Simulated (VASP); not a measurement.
# SiO2 (Stishovite) (P4_2/mnm) in VASP: notebook

Runs on SiO2 (Stishovite). Level: PBE. Tasks: relaxation of shape and atoms at fixed volume.

Everything below comes from runs of VASP 6.6.1. Logs are shortened: lines on timing, memory, paths and dates and some standing lists are left out, and cuts for length are marked.

### Step 1. The undisturbed crystal

It takes space group P4_2/mnm (No. 136, tetragonal). Conventional cell: a = 4.177 Å, b = 4.177 Å, c = 2.665 Å, α = 90.00°, β = 90.00°, γ = 90.00°. Si (site symmetry mmm) has 6 O at 1.76 to 1.81 Å as nearest neighbours. O (site symmetry m2m) has 3 Si at 1.76 to 1.81 Å as nearest neighbours.

### Step 2. Relaxation of shape and atoms at fixed volume, PBE (a relaxed cell with its volume scaled by 0.94)

The input, INCAR:

```
SYSTEM = SiO2
PREC     = Accurate       ! precision mode
ENCUT    = 300            ! plane-wave cutoff, eV
EDIFF    = 1E-7           ! SCF threshold, eV
ISMEAR   = 0              ! smearing method
SIGMA    = 0.03           ! smearing width, eV
LREAL    = .FALSE.        ! projectors in reciprocal space
LASPH    = .TRUE.         ! aspherical terms in the spheres
NELM     = 80             ! most SCF steps
ALGO     = Normal         ! electronic algorithm
ISIF     = 4              ! what is computed and relaxed
LWAVE    = .FALSE.        ! write WAVECAR
LCHARG   = .FALSE.        ! write CHGCAR
GGA      = PE             ! functional
IBRION   = 2              ! ionic algorithm
NSW      = 40             ! ionic steps
EDIFFG   = -0.01          ! ionic threshold
KPAR     = 2
```

The input, KPOINTS:

```
Automatic mesh
0
G
  4 4 5
  0 0 0
```

The input, POSCAR:

```
SiO2                                    
1.0
    4.1276040423     -0.0000000000      0.0000000000
    0.0000000000      4.1276040423      0.0000000000
    0.0000000000      0.0000000000      2.6443472846
  Si              O             
     2     4
Direct
     0.0000000000000000    0.0000000000000000    1.0000000000000000
     0.5000000000000000    0.5000000000000000    0.5000000000000000
     0.3059644418647156    0.3059644418647156    1.0000000000000000
     0.1940355581352844    0.8059644418647156    0.5000000000000000
     0.6940355581352844    0.6940355581352844    0.0000000000000000
     0.8059644418647156    0.1940355581352844    0.5000000000000000
```

Potentials or basis: VASP PAW PBE potentials, release 64 (Si, O_s).

Command:

```console
$ cat potpaw_PBE.64/Si/POTCAR potpaw_PBE.64/O_s/POTCAR > POTCAR
$ mpirun -np 2 vasp_std > vasp.out
```

OUTCAR:

```text
SYSTEM = SiO2
   PREC = Accurate
   ENCUT = 300
   EDIFF = 1E-7
   ISMEAR = 0
   LREAL = .FALSE.
   LASPH = .TRUE.
   NELM = 80
   ISIF = 4
   GGA = PE
   IBRION = 2
   NSW = 40
   EDIFFG = -0.01

 ion  position               nearest neighbor table
   1  0.000  0.000  0.000-   4 1.74   6 1.74   4 1.74   6 1.74   5 1.79   3 1.79
   2  0.500  0.500  0.500-   3 1.74   5 1.74   3 1.74   5 1.74   4 1.79   6 1.79
   3  0.306  0.306  0.000-   2 1.74   2 1.74   1 1.79
   4  0.194  0.806  0.500-   1 1.74   1 1.74   2 1.79
   5  0.694  0.694  0.000-   2 1.74   2 1.74   1 1.79
   6  0.806  0.194  0.500-   1 1.74   1 1.74   2 1.79

  LATTYP: Found a simple tetragonal cell.
 ALAT       =     4.1276040423
 C/A-ratio  =     0.6406494561

  Lattice vectors:

 A1 = (   4.1276040423,   0.0000000000,   0.0000000000)
 A2 = (   0.0000000000,   4.1276040423,   0.0000000000)
 A3 = (   0.0000000000,   0.0000000000,   2.6443472846)

Analysis of symmetry for initial positions (statically):
=====================================================================
 Subroutine PRICEL returns:
 Original cell was already a primitive cell.

 Routine SETGRP: Setting up the symmetry group for a
 simple tetragonal supercell.

 Subroutine GETGRP returns: Found 16 space group operations
 (whereof  8 operations were pure point group operations)
 out of a pool of 16 trial point group operations.

The static configuration has the point symmetry D_2h.
 The point group associated with its full space group is D_4h.

Analysis of symmetry for dynamics (positions and initial velocities):
=====================================================================
 Subroutine PRICEL returns:
 Original cell was already a primitive cell.

 Routine SETGRP: Setting up the symmetry group for a
 simple tetragonal supercell.

 Subroutine GETGRP returns: Found 16 space group operations
 (whereof  8 operations were pure point group operations)
 out of a pool of 16 trial point group operations.

The dynamic configuration has the point symmetry D_2h.
 The point group associated with its full space group is D_4h.

 Subroutine INISYM returns: Found 16 space group operations
 (whereof  8 operations are pure point group operations),
 and found     1 'primitive' translations

----------------------------------------------------------------------------------------

                                     Primitive cell

  volume of cell :      45.0520

  direct lattice vectors                    reciprocal lattice vectors
     4.127604042  0.000000000  0.000000000     0.242271301  0.000000000  0.000000000
     0.000000000  4.127604042  0.000000000     0.000000000  0.242271301  0.000000000
     0.000000000  0.000000000  2.644347285     0.000000000  0.000000000  0.378165155

  length of vectors
     4.127604042  4.127604042  2.644347285     0.242271301  0.242271301  0.378165155

  position of ions in fractional coordinates (direct lattice)
     0.000000000  0.000000000  0.000000000
     0.500000000  0.500000000  0.500000000
     0.305964442  0.305964442  0.000000000
     0.194035558  0.805964442  0.500000000
     0.694035558  0.694035558  0.000000000
     0.805964442  0.194035558  0.500000000

  ion indices of the primitive-cell ions
   primitive index   ion index
                 1           1
                 2           2
                 3           3
                 4           4
                 5           5
                 6           6

----------------------------------------------------------------------------------------

 KPOINTS: Automatic mesh

Automatic generation of k-mesh.
 Grid dimensions read from file:
 generate k-points for:    4    4    5

 Generating k-lattice:

  Cartesian coordinates                     Fractional coordinates (reciprocal lattice)
     0.060567825  0.000000000  0.000000000     0.250000000  0.000000000  0.000000000
     0.000000000  0.060567825  0.000000000     0.000000000  0.250000000  0.000000000
     0.000000000  0.000000000  0.075633031     0.000000000  0.000000000  0.200000000

  Length of vectors
     0.060567825  0.060567825  0.075633031

  Shift w.r.t. Gamma in fractional coordinates (k-lattice)
     0.000000000  0.000000000  0.000000000

 Subroutine IBZKPT returns following result:
 ===========================================

 Found     18 irreducible k-points:

 Following reciprocal coordinates:
            Coordinates               Weight
  0.000000  0.000000  0.000000      1.000000
  0.250000  0.000000  0.000000      4.000000
  0.500000  0.000000  0.000000      2.000000
  0.250000  0.250000  0.000000      4.000000
  0.500000  0.250000  0.000000      4.000000
  0.500000  0.500000  0.000000      1.000000
[... 10 lines left out ...]
  0.500000  0.250000  0.400000      8.000000
  0.500000  0.500000  0.400000      2.000000
   k-points           NKPTS =     18   k-points in BZ     NKDIM =     18   number of bands    NBANDS=     20
   number of dos      NEDOS =    301   number of ions     NIONS =      6
   total plane-waves  NPLWV =   9216
   dimension x,y,z NGX =    24 NGY =   24 NGZ =   16
   dimension x,y,z NGXF=    48 NGYF=   48 NGZF=   32
   ions per type =               2   4
   NGX,Y,Z   is equivalent  to a cutoff of   9.67,  9.67, 10.06 a.u.
   NGXF,Y,Z  is equivalent  to a cutoff of  19.33, 19.33, 20.12 a.u.
 SYSTEM =  SiO2
   PREC   = accura    normal or accurate (medium, high low for compatibility)
   ISTART =      0    job   : 0-new  1-cont  2-samecut
   ICHARG =      2    charge: 1-file 2-atom 10-const
   ISPIN  =      1    spin polarized calculation?
   LNONCOLLINEAR =      F non collinear calculations
   LSORBIT =      F    spin-orbit coupling
   LASPH  =      T    aspherical Exc in radial PAW
   ENCUT  =  300.0 eV  22.05 Ry    4.70 a.u.   5.83  5.83  3.73*2*pi/ulx,y,z
   NELM   =     80;   NELMIN=  2; NELMDL= -5     # of ELM steps
   EDIFF  = 0.1E-06   stopping-criterion for ELM
   LREAL  =      F    real-space projection
   EDIFFG = -.1E-01   stopping-criterion for IOM
   NSW    =     40    number of steps for IOM
   IBRION =      2    ionic relax: 0-MD 1-quasi-New 2-CG
   NFREE  =      1    steps in history (QN), initial steepest desc. (CG)
   ISIF   =      4    stress and relaxation
   ISYM   =      2    0-nonsym 1-usesym 2-fastsym
   POTIM  = 0.5000    time-step for ionic-motion
   TEBEG  =    0.0;   TEEND  =   0.0 temperature during run
   PSTRESS=    0.0 pullay stress
   NELECT =      32.0000    total number of electrons
   NUPDOWN=      -1.0000    fix difference up-down
   EMIN   =  10.00;   EMAX   =-10.00  energy-range for DOS
   EFERMI =   0.00;   METHOD = LEGACY
   ISMEAR =     0;   SIGMA  =   0.03  broadening in eV -4-tet -1-fermi 0-gaus
   EFERMI_NEDOS =   21; number of points for ismear=-14 and -15
   IALGO  =     38    algorithm
   IMIX   =      4    mixing-type and parameters
     AMIX     =   0.40;   BMIX     =  1.00
     AMIX_MAG =   1.60;   BMIX_MAG =  1.00
  volume/ion in A,a.u.               =       7.51        50.67
  Fermi-wavevector in a.u.,A,eV,Ry     =   1.460674  2.760274 29.028963  2.133569
  Thomas-Fermi vector in A             =   2.577096
   LORBIT       =      0    0 simple, 1 ext, 2 COOP (PROOUT), +10 PAW based schemes
   GGA     = PE    functional components
   LHFCALC =     F    Hartree Fock is set to
   AEXX    =    0.0000 exact exchange contribution
   IVDW    =     0    specifies the selected vdW correction
   LEPSILON=     F    determine dielectric tensor
   LRPA    =     F    only Hartree local field effects (RPA)
 conjugate gradient relaxation of ions
 non-spin polarized calculation
 Gauss-broadening in eV      SIGMA  =   0.03
  energy-cutoff  :      300.00
  volume of cell :       45.05
 maximum number of plane-waves:       536
 NGX is ok and might be reduce to    24
   NGX = 11   NGY = 11   NGZ =  7

--------------------------------------- Ionic step        1  -------------------------------------------

 number of electron      31.9999966 magnetization

 Free energy of the ion-electron system (eV)
  ---------------------------------------------------
  ext. energy  EPLUGINS =         0.00000000
  ---------------------------------------------------
  free energy    TOTEN  =       -45.95924944 eV

  energy without entropy =      -45.95924944  energy(sigma->0) =      -45.95924944

------------------------ aborting loop because EDIFF is reached ----------------------------------------

  FORCE on cell =-STRESS in cart. coord.  units (eV):
  Direction    XX          YY          ZZ          XY          YZ          ZX
  --------------------------------------------------------------------------------------
  -------------------------------------------------------------------------------------
  Total        5.6818651      5.6818651      7.0194537      0.0000000      0.0000000      0.0000000
  in kB      202.0630732    202.0630732    249.6314766      0.0000000      0.0000000      0.0000000
  external PRESSURE =     217.9192076 kB  Pullay stress =       0.0000000 kB

 VOLUME and BASIS-vectors are now :
 -----------------------------------------------------------------------------
  energy-cutoff  :      300.00
  volume of cell :       45.05
      direct lattice vectors                 reciprocal lattice vectors
     4.127604042  0.000000000  0.000000000     0.242271301  0.000000000  0.000000000
     0.000000000  4.127604042  0.000000000     0.000000000  0.242271301  0.000000000
     0.000000000  0.000000000  2.644347285     0.000000000  0.000000000  0.378165155
[... 121 lines left out ...]
 POSITION                                       TOTAL-FORCE (eV/Angst)
 -----------------------------------------------------------------------------------
      4.11291      4.11291      2.66328        -0.000000      0.000000      0.000000
      2.05645      2.05645      1.33164        -0.000000      0.000000      0.000000
      1.25011      1.25011      2.66328        -0.009423     -0.009423      0.000000
      0.80634      3.30657      1.33164         0.009423     -0.009423      0.000000
      2.86279      2.86279      0.00000         0.009423      0.009423     -0.000000
      3.30657      0.80634      1.33164        -0.009423      0.009423     -0.000000
 -----------------------------------------------------------------------------------
    total drift:                                0.000000      0.000000      0.000000

  FREE ENERGIE OF THE ION-ELECTRON SYSTEM (eV)
  ---------------------------------------------------
  free  energy   TOTEN  =       -45.9738449565 eV

  energy  without entropy=      -45.9738449565  energy(sigma->0) =      -45.97384496

--------------------------------------- Ionic step        5  -------------------------------------------

 number of electron      31.9999948 magnetization

 Free energy of the ion-electron system (eV)
  ---------------------------------------------------
  ext. energy  EPLUGINS =         0.00000000
  ---------------------------------------------------
  free energy    TOTEN  =       -45.97389802 eV

  energy without entropy =      -45.97389802  energy(sigma->0) =      -45.97389802

 E-fermi :   9.5093     XC(G=0): -12.4655

 val. band max:        9.2796486558   @ k =   0.0000   0.0000   0.0000
 cond. band min:      15.3418723857   @ k =   0.0000   0.0000   0.0000
 fundamental gap:      6.0622237299
 Fermi energy:         9.5092868467

 k-point     1 :       0.0000    0.0000    0.0000
  band No.  band energies     occupation
      1     -13.6686      2.00000
      2      -9.8652      2.00000
      3      -9.8652      2.00000
      4      -9.4740      2.00000
      5      -1.9796      2.00000
      6       2.6242      2.00000
[... 12 lines left out ...]
     19      17.8154      0.00000
     20      17.8154      0.00000
[... 411 lines left out ...]
 POSITION                                       TOTAL-FORCE (eV/Angst)
 -----------------------------------------------------------------------------------
      0.00000      0.00000      0.00000         0.000000      0.000000      0.000000
      2.05708      2.05708      1.33082         0.000000      0.000000      0.000000
      1.25030      1.25030      0.00000        -0.000399     -0.000399      0.000000
      0.80678      3.30739      1.33082         0.000399     -0.000399      0.000000
      2.86387      2.86387      0.00000         0.000399      0.000399      0.000000
      3.30739      0.80678      1.33082        -0.000399      0.000399      0.000000
 -----------------------------------------------------------------------------------
    total drift:                                0.000000      0.000000      0.000000

  FREE ENERGIE OF THE ION-ELECTRON SYSTEM (eV)
  ---------------------------------------------------
  free  energy   TOTEN  =       -45.9738980199 eV

  energy  without entropy=      -45.9738980199  energy(sigma->0) =      -45.97389802

 reached required accuracy - stopping structural energy minimisation
```

It took 8.8 s on 2 MPI ranks of Intel Xeon Platinum 8488C (Sapphire Rapids), shared host; peak memory 0.12 GiB.

The run converged, but some of its settings lie outside the range that counts as converged, so its numbers aren't taken as properties of the crystal.

What came out:

* Free energy: -45.9739 eV
* Energy gained by relaxing: 2.4 meV/atom
* Ionic steps: 5
* Band gap on the k mesh: 6.06 eV, direct

Caveat: the k mesh is coarse (spacing up to 0.48 Å⁻¹), so the values aren't converged; the cutoff is under 1.25 times the usual one of these potentials, so pressure, stress and relaxed cells hold a basis-set (Pulay) error.

### Step 3. Relaxation of shape and atoms at fixed volume, PBE (a relaxed cell with its volume scaled by 0.96)

INCAR is that of step 2.

KPOINTS is that of step 2.

POSCAR: that of step 2 with these lines changed.

```diff
@@ -2,5 +2,5 @@
 1.0
-    4.1276040423     -0.0000000000      0.0000000000
-    0.0000000000      4.1276040423      0.0000000000
-    0.0000000000      0.0000000000      2.6443472846
+    4.1566726341     -0.0000000000      0.0000000000
+    0.0000000000      4.1566726341      0.0000000000
+    0.0000000000      0.0000000000      2.6629700622
   Si              O
```

Potentials or basis: VASP PAW PBE potentials, release 64 (Si, O_s).

Command:

```console
$ cat potpaw_PBE.64/Si/POTCAR potpaw_PBE.64/O_s/POTCAR > POTCAR
$ mpirun -np 2 vasp_std > vasp.out
```

Wall time 8.4 s (2 MPI ranks of Intel Xeon Platinum 8488C (Sapphire Rapids), shared host); peak memory 0.12 GiB.

These settings aren't checked as converged: the numbers below hold their error.

Results:

```yaml
Free_energy: -46.0932 eV
Energy_gained_by_relaxing: 1.1 meV/atom
Ionic_steps: 5
Band_gap_on_the_k_mesh: 5.71 eV, direct
```

Caveat: the k mesh is coarse (spacing up to 0.47 Å⁻¹), so the values aren't converged; the cutoff is under 1.25 times the usual one of these potentials, so pressure, stress and relaxed cells hold a basis-set (Pulay) error.

### Step 4. Relaxation of shape and atoms at fixed volume, PBE (a relaxed cell with its volume scaled by 0.98)

INCAR is that of step 3.

KPOINTS is that of step 3.

POSCAR: that of step 3 with these lines changed.

```diff
@@ -2,5 +2,5 @@
 1.0
-    4.1566726341     -0.0000000000      0.0000000000
-    0.0000000000      4.1566726341      0.0000000000
-    0.0000000000      0.0000000000      2.6629700622
+    4.1853402478     -0.0000000000      0.0000000000
+    0.0000000000      4.1853402478      0.0000000000
+    0.0000000000      0.0000000000      2.6813359533
   Si              O
```

Command:

```console
$ cat potpaw_PBE.64/Si/POTCAR potpaw_PBE.64/O_s/POTCAR > POTCAR
$ mpirun -np 2 vasp_std > vasp.out
```

Wall time 6.8 s (2 MPI ranks of Intel Xeon Platinum 8488C (Sapphire Rapids), shared host); peak memory 0.12 GiB.

These settings aren't checked as converged: the numbers below hold their error.

Results:

```yaml
Free_energy: -46.1654 eV
Energy_gained_by_relaxing: 0.3 meV/atom
Ionic_steps: 4
Largest_force_after_relaxing: 0.005 eV/Å
Band_gap_on_the_k_mesh: 5.37 eV, direct
```

Caveat: the k mesh is coarse (spacing up to 0.47 Å⁻¹), so the values aren't converged; the cutoff is under 1.25 times the usual one of these potentials, so pressure, stress and relaxed cells hold a basis-set (Pulay) error.
